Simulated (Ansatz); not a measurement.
**Kick test of a cell of Ga4AsP3**

The structure comes from a generated guess, relaxed at this level; another structure or a mixture of phases may lie lower.

Theory: DFT PBE, scalar-relativistic, plane waves, PAW in Ansatz 0.2.0. Settings: cutoff 420 eV, Γ-centred mesh 8×8×4 on the computed 8-atom cell, Gaussian smearing of 0.02 eV; no spin polarisation.

The cell below (8 atoms, space group P-4m2 (No. 115)) is relaxed within its symmetry.

```
CELL_PARAMETERS angstrom
3.93467 0.00000 0.00000
0.00000 3.93467 0.00000
0.00000 0.00000 11.12960
ATOMIC_POSITIONS crystal
Ga 0.50000 0.00000 0.86796
Ga 0.00000 0.50000 0.62257
Ga 0.50000 0.00000 0.37743
Ga 0.00000 0.50000 0.13204
P 0.00000 0.00000 0.50000
P 0.50000 0.50000 0.25466
P 0.50000 0.50000 0.74534
As 0.00000 0.00000 0.00000
```

For the test it was strained at random (σ = 1.5 % a component), the atoms were moved at random (σ = 0.15 Å), and all was relaxed again on a coarse 4×4×2 mesh (in the run’s order of axes) with 0.10 eV smearing, with no symmetry imposed.

Problem. Does it come back?

Solution. It returns, within 1 meV/atom of the unmoved cell on that mesh and with the same symmetry when read at 0.1 Å. So it is stable against the distortions that fit this cell and that this random move excites. Modes that don't fit the cell aren't tested.
